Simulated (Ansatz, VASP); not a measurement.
# AlNi: VASP beside Ansatz

```
CELL_PARAMETERS angstrom
5.66523 0.00000 0.00000
0.00000 4.00592 0.00000
0.00000 0.00000 23.00889
ATOMIC_POSITIONS crystal
Al 0.00000 0.50000 0.36942
Al 0.50000 0.50000 0.36942
Al 0.00000 0.00000 0.45647
Al 0.50000 0.00000 0.45647
Al 0.00000 0.50000 0.54325
Al 0.50000 0.50000 0.54325
Al 0.00000 0.00000 0.63356
Al 0.50000 0.00000 0.63356
Ni 0.25000 0.00000 0.36942
Ni 0.75000 0.00000 0.36942
Ni 0.25000 0.50000 0.45647
Ni 0.75000 0.50000 0.45647
Ni 0.25000 0.00000 0.54224
Ni 0.75000 0.00000 0.54224
Ni 0.25000 0.50000 0.62492
Ni 0.75000 0.50000 0.62492
```

Alike in both runs: functional LDA; k mesh 5 × 7 × 1; occupations gaussian, width 0.1 eV; no spin polarisation.

Ansatz relaxed the structure, and its values are those at the end. VASP's run is a single point on that final structure, the one shown.

|  | VASP | Ansatz |
| --- | --- | --- |
| version | VASP 6.6.1 | Ansatz 0.2.0 |
| potentials or method | VASP PAW LDA potentials, release 64 (Al, Ni) | scalar-relativistic, plane waves, PAW |
| plane-wave cutoff (eV) | 520 | 420 |
| valence electrons in the cell | 104 | 168 |

Ansatz gave:

* gap on the k mesh at the Fermi level (eV): none
* rms of the force components (eV/Å): 0.239
* work function, face that differs most (eV): 4.94

Estimate VASP's values.

gap on the k mesh at the Fermi level (eV): none; rms of the force components (eV/Å): 0.234; work function, face that differs most (eV): 4.94.

A gap of «none» marks a metal or a gap that the smearing closes. The two sets of potentials don't hold the same shells in valence. Ansatz warned: «xc_potential_rough_in_thin_density».

Spin polarisation is off, so any magnetic state and its effect on volume and gap are missing.
